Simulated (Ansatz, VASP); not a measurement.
**Be5H3: VASP beside Ansatz**

```
CELL_PARAMETERS angstrom
2.42714 0.00000 0.00000
0.00000 2.42714 0.00000
0.00000 0.00000 9.61110
ATOMIC_POSITIONS crystal
Be 0.00000 0.00000 0.87323
Be 0.00000 0.00000 0.12677
Be 0.00000 0.00000 0.37484
Be 0.00000 0.00000 0.62516
Be 0.50000 0.50000 0.00000
H 0.50000 0.50000 0.24994
H 0.50000 0.50000 0.50000
H 0.50000 0.50000 0.75006
```

Change from the starting cell: species swapped into the Zn5Pd3 type (P4/mmm, No. 123).

Alike in both runs: task single point; functional PBE; k mesh 8 × 8 × 2; occupations gaussian, width 0.1 eV; no spin polarisation.

|  | VASP | Ansatz |
| --- | --- | --- |
| version | VASP 6.6.1 | Ansatz 0.2.0 |
| potentials or method | VASP PAW PBE potentials, release 64 (Be, H) | scalar-relativistic, plane waves, PAW |
| plane-wave cutoff (eV) | 520 | 420 |
| valence electrons in the cell | 13 | 13 |

```csv
,VASP,Ansatz,Ansatz less VASP
gap on the k mesh at the Fermi level (eV),none,none,-
pressure (GPa),-5.4,-5.4,-0.01
largest component of the traceless stress (GPa),2.72,2.73,+0.001
rms of the force components (eV/Å),0.325,0.323,-0.0025
```

Atom by atom the forces differ by 0.003 eV/Å (rms over components). A gap of «none» marks a metal or a gap that the smearing closes.
